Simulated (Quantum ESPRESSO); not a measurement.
The system is Ti.

```xyz
2
Lattice="2.9500 0.0000 0.0000 -1.4750 2.5548 0.0000 0.0000 0.0000 4.6800" Properties=species:S:1:pos:R:3 pbc="T T T"
Ti    1.4750    0.8516    3.5100
Ti    0.0000    1.7032    1.1700
```

* Program: Quantum ESPRESSO 7.5
* Task: phonons
* Functional: LDA
* Potentials or basis: GBRV 1.5 LDA
* Cutoff: 612 eV
* Density cutoff: 4898 eV
* k mesh: 7 × 7 × 4
* Occupations: cold, width 0.2 eV
* Spin: no spin polarisation
* Form of the LDA correlation: PZ81
* Mixing beta: 0.5
* Most SCF iterations: 120
* SCF threshold: 4e-10 Ry

The cell and the atoms were relaxed first, to 16.12 Å³/atom (a = 2.864 Å, b = 2.864 Å, c = 4.538 Å, α = 90.00°, β = 90.00°, γ = 120.00°), and the response was taken there.

```xyz
2
Lattice="2.8645 0.0000 0.0000 -1.4322 2.4807 0.0000 0.0000 0.0000 4.5378" Properties=species:S:1:pos:R:3 pbc="T T T"
Ti    1.4322    0.8269    3.4033
Ti    0.0000    1.6538    1.1344
```

Q: Where do the zone-centre optical modes lie?

A: E2g at 90 cm⁻¹ (Raman); B1g at 220 cm⁻¹ (silent).

Optical modes at Γ, degenerate ones joined:
```
cm⁻¹  components  symmetry  active in
  90           2       E2g      Raman
 220           1       B1g     silent
```

Caveat: the k mesh is coarse; the mesh is thin for the phonons of a metal.
